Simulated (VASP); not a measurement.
Here is a VASP 6.6.1 calculation.

The input run.py:

```python
from ase import Atoms
from ase.calculators.vasp import Vasp
from ase.dft.bandgap import bandgap

atoms = Atoms(
    ['K', 'F'],
    cell=[[3.258955, 0.0, 0.0], [0.0, 3.258955, 0.0], [0.0, 0.0, 3.258955]],
    scaled_positions=[[0.0, 0.0, 0.0], [0.5, 0.5, 0.5]],
    pbc=True,
)
calc = Vasp(
    directory='calc',
    xc='vdw-df2',
    pp='PBE',
    setups={'base': 'minimal', 'K': '_sv', 'F': '_s'},
    prec='Accurate',
    encut=400,
    ediff=1e-07,
    ismear=0,
    sigma=0.1,
    lreal=False,
    lasph=True,
    nelm=80,
    algo='Fast',
    isif=2,
    lwave=False,
    lcharg=True,
    kpts=[8, 8, 8],
    gamma=True,
    nbands=15,
)
atoms.calc = calc

print('energy (eV):', atoms.get_potential_energy())
print('free energy (eV):', atoms.get_potential_energy(force_consistent=True))
efermi = calc.get_fermi_level()
print('Fermi level (eV):', efermi)
path = atoms.cell.bandpath(npoints=40, eps=1e-4)
print('path:', path.path)
calc.set(kpts=path.kpts, reciprocal=True, icharg=11, isym=0, lcharg=False)
calc.calculate(atoms)
print('gap on the path (eV):', bandgap(calc, efermi=efermi)[0])
print('direct gap on the path (eV):', bandgap(calc, efermi=efermi, direct=True)[0])
```

Potentials or basis: VASP PAW PBE potentials, release 64 (K_sv, F_s).

The run is started by

```bash
$ python run.py
```

(1) Estimate the band gap along the path.

Results:

(1) 6.22 eV, indirect (least direct gap 6.27 eV).

Caveat: the log is that of the step along the path at fixed density, whose energy, stress, charges and moments have no meaning.
